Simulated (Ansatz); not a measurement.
## How fast does N move in C?

Theory: DFT PBE, scalar-relativistic, plane waves, PAW in Ansatz 0.2.0. Run with 420 eV cutoff, 4×4×4 k-mesh, Gaussian smearing of 0.10 eV, no spin polarisation.

Host crystal, relaxed:

```
C
1.0
     1.23326    0.71202    8.57567
    -1.23326    0.71202    8.57567
     0.00000   -1.42404    8.57567
C
4
Direct
  0.91756 0.91756 0.91756
  0.25089 0.25089 0.25089
  0.74911 0.74911 0.74911
  0.08244 0.08244 0.08244
```

In a supercell of 28 host sites, interstitial N hops to an equivalent place, moving 1.22 Å. Climbing-image nudged elastic band at fixed cell; the order of the saddle wasn't checked, and the small cell leaves errors of about a tenth of an eV.

A cell with an odd number of electrons and no spin polarisation is a metal by construction and may be lower with spin.

```tsv
image	path (Å)	E − E(0) (eV)
0	0.00	0.000
1	0.39	0.000
2	0.77	0.299
3	1.16	1.015
4	1.64	0.187
5	2.11	0.000
6	2.58	0.000
```

Q: What are the barriers forward and back, and what attempt frequency does the shape suggest?

A: Forward 1.02 eV, back 1.02 eV, the ends being level. For a sinusoidal profile E_b sin²(πx/l), with the N atom alone moving, ν = (1/l)√(E_b/2m) = 1.5×10¹³ s⁻¹, within an order of magnitude of the customary 10¹³ s⁻¹; a true prefactor needs the vibrations at the minimum and at the saddle.

Q: With ν = 10¹³ s⁻¹, give the forward jump rate along this one path, the wait 1/k for that jump, the diffusivity D ≈ l²k and the distance √(Dt) covered in an hour at 300, 600 and 1000 K, taking the host as solid throughout.

A: k = ν exp(−E_b/k_BT):
```json
{"T (K)": "300", "k (1/s)": "8.7×10⁻⁵", "wait (s)": "1.1×10⁴", "D (cm²/s)": "1.3×10⁻²⁰", "√(Dt) in 1 h (nm)": "0.068"}
{"T (K)": "600", "k (1/s)": "3.0×10⁴", "wait (s)": "3.4×10⁻⁵", "D (cm²/s)": "4.4×10⁻¹²", "√(Dt) in 1 h (nm)": "1256"}
{"T (K)": "1000", "k (1/s)": "7.6×10⁷", "wait (s)": "1.3×10⁻⁸", "D (cm²/s)": "1.1×10⁻⁸", "√(Dt) in 1 h (nm)": "6.4×10⁴"}
```

D = l²k holds for six equivalent jumps in three dimensions (z l²k/6) and is a scale otherwise. Long-range transport needs a connected net of such jumps, and traps slow it. D is that of an interstitial already there. An error of 0.1 eV in the barrier changes k by a factor of 48 at 300 K and 3.2 at 1000 K.